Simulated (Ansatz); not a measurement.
# MgO: what the electron mass says about interband coupling

These are results of DFT PBE, scalar-relativistic, plane waves, PAW (Ansatz 0.2.0), not measurements.

Settings: cutoff 420 eV, Γ-centred mesh 10×10×10 on the computed 2-atom cell, Gaussian smearing of 0.02 eV; no spin polarisation.

Relaxed cell: Fm-3m, a = 4.254 Å, b = 4.254 Å, c = 4.254 Å, α = 90.00°, β = 90.00°, γ = 90.00°, 2 atoms in the primitive cell.

The direct gap at Γ is 4.461 eV, and at Γ the conduction band has a mass of 0.3365 mₑ and the lightest hole 0.3831 mₑ, both along x.

**Question.** Use two-band k·p theory to get the Kane energy. As an exercise, what mass follows if the true gap is 1.5 times the computed one (semilocal functionals can miss by more, threefold or worse in zinc and cadmium oxides)?

**Answer.** Coupling to the valence top alone gives mₑ/m* = 1 + E_P/E_g, so E_P = E_g (mₑ/m* − 1) = 4.461 × (2.97 − 1) = 8.8 eV. The light hole is the mirror band, mₑ/mₗₕ = E_P/E_g − 1, and gives 16.1 eV; the spread shows what other bands add. Fits to experiment give about 15 to 31 eV for common tetrahedral semiconductors; the figure from the electron is a net one, lowered by higher conduction bands, and semilocal functionals tend to give less. With E_P fixed and E_g = 6.69 eV the mass becomes 0.432 mₑ: in this model the mass grows with the gap, in proportion where E_P ≫ E_g, which is why functionals that close gaps give light electrons. A correction that opens the gap also strengthens the coupling, so the true mass usually rises less. Remote bands and spin-orbit splitting are left out of the model.